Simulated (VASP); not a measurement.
# Ru (P6_3/mmc) in VASP: notebook

The runs below take Ru through single point, with PBEsol.

Everything below comes from runs of VASP 6.6.1. Logs are shortened: lines on timing, memory, paths and dates and some standing lists are left out, and cuts for length are marked.

### 1 The undisturbed crystal

It takes space group P6_3/mmc (No. 194, hexagonal). Conventional cell: a = 2.706 Å, b = 2.706 Å, c = 4.282 Å, α = 90.00°, β = 90.00°, γ = 120.00°. Ru (site symmetry -6m2) has 12 Ru at 2.65 to 2.71 Å as nearest neighbours.

### 2 Single point, PBEsol (grid = ENCUT=400 dk=0.6 cell=2x2x2 ISMEAR=1 SIGMA=0.1 LREAL=Auto EDIFF=1e-06)

Contents of INCAR:

```
PREC = Accurate
ENCUT = 400
EDIFF = 1E-6
ISMEAR = 1
SIGMA = 0.1
LREAL = Auto
LASPH = T
NELM = 120
ALGO = Fast
ISIF = 2
LWAVE = F
LCHARG = F
GGA = PS
NBANDS = 127
```

Contents of KPOINTS:

```
regular mesh
0
Gamma
  3 3 2
```

Contents of POSCAR:

```
Ru
1.0
    5.4116000000      0.0000000000      0.0000000000
   -2.7058000000      4.6865830752      0.0000000000
    0.0000000000      0.0000000000      8.5638000000
Ru
16
Direct
    0.3333333334      0.1666666666      0.3750000000
    0.3333333334      0.1666666666      0.8750000000
    0.3333333334      0.6666666666      0.3750000000
    0.3333333334      0.6666666666      0.8750000000
    0.8333333333      0.1666666666      0.3750000000
    0.8333333333      0.1666666666      0.8750000000
    0.8333333333      0.6666666666      0.3750000000
    0.8333333333      0.6666666666      0.8750000000
    0.1666666666      0.3333333334      0.1250000000
    0.1666666666      0.3333333334      0.6250000000
    0.1666666666      0.8333333333      0.1250000000
    0.1666666666      0.8333333333      0.6250000000
    0.6666666666      0.3333333334      0.1250000000
    0.6666666666      0.3333333334      0.6250000000
    0.6666666666      0.8333333333      0.1250000000
    0.6666666666      0.8333333333      0.6250000000
```

Potentials or basis: VASP PAW PBE potentials, release 64 (Ru_pv).

On the command line:

```console
$ cat potpaw_PBE.64/Ru_pv/POTCAR > POTCAR
$ mpirun -np 1 vasp_std > vasp.out
```

OUTCAR:

```text
PREC = Accurate
   ENCUT = 400
   EDIFF = 1E-6
   ISMEAR = 1
   LREAL = Auto
   LASPH = T
   NELM = 120
   ISIF = 2
   GGA = PS

 Found      6 irreducible k-points:

 Following reciprocal coordinates:
            Coordinates               Weight
  0.000000  0.000000  0.000000      1.000000
  0.333333  0.000000  0.000000      6.000000
  0.333333  0.333333  0.000000      2.000000
  0.000000  0.000000  0.500000      1.000000
  0.333333  0.000000  0.500000      6.000000
  0.333333  0.333333  0.500000      2.000000
   k-points           NKPTS =      6   k-points in BZ     NKDIM =      6   number of bands    NBANDS=    127
   number of dos      NEDOS =    301   number of ions     NIONS =     16
   total plane-waves  NPLWV =  72576
   dimension x,y,z NGX =    36 NGY =   36 NGZ =   56
   dimension x,y,z NGXF=    72 NGYF=   72 NGZF=  112
   ions per type =              16
   NGX,Y,Z   is equivalent  to a cutoff of  11.06, 11.06, 10.87 a.u.
   NGXF,Y,Z  is equivalent  to a cutoff of  22.12, 22.12, 21.74 a.u.
 SYSTEM =  unknown system
   PREC   = accura    normal or accurate (medium, high low for compatibility)
   ISTART =      0    job   : 0-new  1-cont  2-samecut
   ICHARG =      2    charge: 1-file 2-atom 10-const
   ISPIN  =      1    spin polarized calculation?
   LNONCOLLINEAR =      F non collinear calculations
   LSORBIT =      F    spin-orbit coupling
   LASPH  =      T    aspherical Exc in radial PAW
   ENCUT  =  400.0 eV  29.40 Ry    5.42 a.u.   8.82  8.82 13.97*2*pi/ulx,y,z
   NELM   =    120;   NELMIN=  2; NELMDL= -5     # of ELM steps
   EDIFF  = 0.1E-05   stopping-criterion for ELM
   LREAL  =      T    real-space projection
   EDIFFG = 0.1E-04   stopping-criterion for IOM
   NSW    =      0    number of steps for IOM
   IBRION =     -1    ionic relax: 0-MD 1-quasi-New 2-CG
   NFREE  =      0    steps in history (QN), initial steepest desc. (CG)
   ISIF   =      2    stress and relaxation
   ISYM   =      2    0-nonsym 1-usesym 2-fastsym
   POTIM  = 0.5000    time-step for ionic-motion
   TEBEG  =    0.0;   TEEND  =   0.0 temperature during run
   PSTRESS=    0.0 pullay stress
   NELECT =     224.0000    total number of electrons
   NUPDOWN=      -1.0000    fix difference up-down
   EMIN   =  10.00;   EMAX   =-10.00  energy-range for DOS
   EFERMI =   0.00;   METHOD = LEGACY
   ISMEAR =     1;   SIGMA  =   0.10  broadening in eV -4-tet -1-fermi 0-gaus
   EFERMI_NEDOS =   21; number of points for ismear=-14 and -15
   IALGO  =     68    algorithm
   IMIX   =      4    mixing-type and parameters
     AMIX     =   0.40;   BMIX     =  1.00
     AMIX_MAG =   1.60;   BMIX_MAG =  1.00
  volume/ion in A,a.u.               =      13.57        91.61
  Fermi-wavevector in a.u.,A,eV,Ry     =   1.654022  3.125649 37.222674  2.735789
  Thomas-Fermi vector in A             =   2.742361
   LORBIT       =      0    0 simple, 1 ext, 2 COOP (PROOUT), +10 PAW based schemes
   GGA     = PS    functional components
   LHFCALC =     F    Hartree Fock is set to
   AEXX    =    0.0000 exact exchange contribution
   IVDW    =     0    specifies the selected vdW correction
   LEPSILON=     F    determine dielectric tensor
   LRPA    =     F    only Hartree local field effects (RPA)
 non-spin polarized calculation
 RMM-DIIS sequential band-by-band and
 Methfessel and Paxton  Order N= 1 SIGMA  =   0.10
  energy-cutoff  :      400.00
  volume of cell :      217.19
 maximum number of plane-waves:      3990
 NGX is ok and might be reduce to    36
   NGX = 17   NGY = 17   NGZ = 27

 number of electron     224.0000058 magnetization

 Free energy of the ion-electron system (eV)
  ---------------------------------------------------
  ext. energy  EPLUGINS =         0.00000000
  ---------------------------------------------------
  free energy    TOTEN  =      -162.06394279 eV

  energy without entropy =     -162.03408857  energy(sigma->0) =     -162.05399139

 E-fermi :  12.9508     XC(G=0): -14.2817

 val. band max:       12.9468640367   @ k =   0.3333   0.0000   0.5000
 cond. band min:      13.0167805168   @ k =   0.3333   0.3333   0.5000
 fundamental gap:      0.0699164800
 Fermi energy:        12.9507715616

 k-point     1 :       0.0000    0.0000    0.0000
  band No.  band energies     occupation
      1     -30.9026      2.00000
      2     -30.7907      2.00000
      3     -30.7907      2.00000
      4     -30.7907      2.00000
      5     -30.7907      2.00000
      6     -30.7907      2.00000
[... 116 lines left out ...]
    123      14.4103     -0.00000
    124      14.4214     -0.00000

 k-point     2 :       0.3333    0.0000    0.0000
  band No.  band energies     occupation
      1     -30.8112      2.00000
      2     -30.7075      2.00000
      3     -30.7075      2.00000
      4     -30.7075      2.00000
      5     -30.7075      2.00000
      6     -30.6379      2.00000
[... 116 lines left out ...]
    123      14.2073     -0.00000
    124      14.2200     -0.00000

 k-point     3 :       0.3333    0.3333    0.0000
  band No.  band energies     occupation
      1     -30.6528      2.00000
      2     -30.6528      2.00000
      3     -30.6508      2.00000
      4     -30.6508      2.00000
      5     -30.6508      2.00000
      6     -30.5649      2.00000
[... 116 lines left out ...]
    123      13.7881     -0.00000
    124      13.7897     -0.00000

 k-point     4 :       0.0000    0.0000    0.5000
  band No.  band energies     occupation
      1     -30.7929      2.00000
      2     -30.7929      2.00000
      3     -30.7929      2.00000
      4     -30.7929      2.00000
      5     -30.7929      2.00000
      6     -30.7929      2.00000
[... 116 lines left out ...]
    123      14.3141     -0.00000
    124      14.3312     -0.00000

 k-point     5 :       0.3333    0.0000    0.5000
  band No.  band energies     occupation
      1     -30.6974      2.00000
      2     -30.6974      2.00000
      3     -30.6974      2.00000
      4     -30.6974      2.00000
      5     -30.6920      2.00000
      6     -30.6920      2.00000
[... 116 lines left out ...]
    123      13.5143     -0.00000
    124      13.5143     -0.00000

 k-point     6 :       0.3333    0.3333    0.5000
  band No.  band energies     occupation
      1     -30.6440      2.00000
      2     -30.6440      2.00000
      3     -30.6440      2.00000
      4     -30.6440      2.00000
      5     -30.6440      2.00000
      6     -30.6440      2.00000
[... 116 lines left out ...]
    123      13.1571     -0.01296
    124      13.1572     -0.01293
 [bands above 124 left out]

------------------------ aborting loop because EDIFF is reached ----------------------------------------

  FORCE on cell =-STRESS in cart. coord.  units (eV):
  Direction    XX          YY          ZZ          XY          YZ          ZX
  --------------------------------------------------------------------------------------
  -------------------------------------------------------------------------------------
  Total       -5.8244947     -5.8244947    -14.6763690     -0.0000000      0.0000000     -0.0000000
  in kB      -42.9655441    -42.9655441   -108.2631551     -0.0000000      0.0000000     -0.0000000
  external PRESSURE =     -64.7314144 kB  Pullay stress =       0.0000000 kB

 VOLUME and BASIS-vectors are now :
 -----------------------------------------------------------------------------
  energy-cutoff  :      400.00
  volume of cell :      217.19
      direct lattice vectors                 reciprocal lattice vectors
     5.411600000  0.000000000  0.000000000     0.184788233  0.106687536  0.000000000
    -2.705800000  4.686583075  0.000000000     0.000000000  0.213375072  0.000000000
     0.000000000  0.000000000  8.563800000     0.000000000  0.000000000  0.116770592

 POSITION                                       TOTAL-FORCE (eV/Angst)
 -----------------------------------------------------------------------------------
      1.35290      0.78110      3.21143         0.000000      0.000000      0.000000
      1.35290      0.78110      7.49333         0.000000     -0.000000      0.000000
      0.00000      3.12439      3.21143         0.000000      0.000000      0.000000
      0.00000      3.12439      7.49333         0.000000     -0.000000      0.000000
      4.05870      0.78110      3.21143         0.000000     -0.000000     -0.000000
      4.05870      0.78110      7.49333         0.000000     -0.000000      0.000000
[... 8 lines left out ...]
      1.35290      3.90549      1.07048        -0.000000      0.000000     -0.000000
      1.35290      3.90549      5.35238        -0.000000      0.000000     -0.000000
 -----------------------------------------------------------------------------------
    total drift:                                0.000001      0.000002      0.000000

  FREE ENERGIE OF THE ION-ELECTRON SYSTEM (eV)
  ---------------------------------------------------
  free  energy   TOTEN  =      -162.0639427946 eV

  energy  without entropy=     -162.0340885749  energy(sigma->0) =     -162.05399139
```

Run time: 3.6 min. Hardware: 1 thread of Intel Xeon 6975P-C (Granite Rapids), shared host; peak memory 0.29 GiB.

These settings aren't checked as converged: the numbers below hold their error.

What came out:

```
Free energy            : -162.0639 eV
Pressure               : -6.5 GPa
Band gap on the k mesh : none (metal or under the smearing width)
```

Caveat: the k mesh is coarse (spacing up to 0.45 Å⁻¹), so the values aren't converged; the PAW data sets were made with another functional, which shifts forces and pressure a little.

### 3 Single point, PBEsol (grid = ENCUT=280 dk=0.35 cell=2x2x2 ISMEAR=1 SIGMA=0.1 LREAL=Auto EDIFF=1e-06)

Changes to INCAR since step 2:

```diff
@@ -1,3 +1,3 @@
 PREC = Accurate
-ENCUT = 400
+ENCUT = 280
 EDIFF = 1E-6
```

Contents of KPOINTS:

```
regular mesh
0
Gamma
  4 4 3
```

POSCAR is that of step 2.

Potentials or basis: VASP PAW PBE potentials, release 64 (Ru_pv).

On the command line:

```console
$ cat potpaw_PBE.64/Ru_pv/POTCAR > POTCAR
$ mpirun -np 1 vasp_std > vasp.out
```

Run time: 2.8 min. Hardware: 1 thread of Intel Xeon 6975P-C (Granite Rapids), shared host; peak memory 0.22 GiB.

These settings aren't checked as converged: the numbers below hold their error.

What came out:

```yaml
Free_energy: -162.9971 eV
Pressure: -7.3 GPa
Band_gap_on_the_k_mesh: none (metal or under the smearing width)
```

Caveat: the cutoff is under 1.25 times the usual one of these potentials, so pressure, stress and relaxed cells hold a basis-set (Pulay) error; the PAW data sets were made with another functional, which shifts forces and pressure a little.

### 4 Single point, PBEsol (grid = ENCUT=400 dk=0.45 cell=2x2x2 ISMEAR=1 SIGMA=0.1 LREAL=Auto EDIFF=1e-06)

Changes to INCAR since step 3:

```diff
@@ -1,3 +1,3 @@
 PREC = Accurate
-ENCUT = 280
+ENCUT = 400
 EDIFF = 1E-6
```

Contents of KPOINTS:

```
regular mesh
0
Gamma
  3 3 2
```

POSCAR is that of step 3.

On the command line:

```console
$ cat potpaw_PBE.64/Ru_pv/POTCAR > POTCAR
$ mpirun -np 1 vasp_std > vasp.out
```

Run time: 2.5 min. Hardware: 1 thread of Intel Xeon 6975P-C (Granite Rapids), shared host; peak memory 0.31 GiB.

The run converged, but some of its settings lie outside the range that counts as converged, so its numbers aren't taken as properties of the crystal.

What came out:

* Free energy: -162.0639 eV
* Pressure: -6.5 GPa
* Band gap on the k mesh: none (metal or under the smearing width)

Caveat: the k mesh is coarse (spacing up to 0.45 Å⁻¹), so the values aren't converged; the PAW data sets were made with another functional, which shifts forces and pressure a little.

### 5 Single point, PBEsol (grid = ENCUT=340 dk=0.35 cell=2x2x2 ISMEAR=1 SIGMA=0.1 LREAL=Auto EDIFF=1e-06)

Changes to INCAR since step 4:

```diff
@@ -1,3 +1,3 @@
 PREC = Accurate
-ENCUT = 400
+ENCUT = 340
 EDIFF = 1E-6
```

Contents of KPOINTS:

```
regular mesh
0
Gamma
  4 4 3
```

POSCAR is that of step 4.

On the command line:

```console
$ cat potpaw_PBE.64/Ru_pv/POTCAR > POTCAR
$ mpirun -np 1 vasp_std > vasp.out
```

Run time: 4.8 min. Hardware: 1 thread of Intel Xeon 6975P-C (Granite Rapids), shared host; peak memory 0.28 GiB.

These settings aren't checked as converged: the numbers below hold their error.

What came out:

```
Free energy            : -162.8233 eV
Pressure               : -8.4 GPa
Band gap on the k mesh : none (metal or under the smearing width)
```

Caveat: the PAW data sets were made with another functional, which shifts forces and pressure a little.

(Part 1 of 2 ends here.)
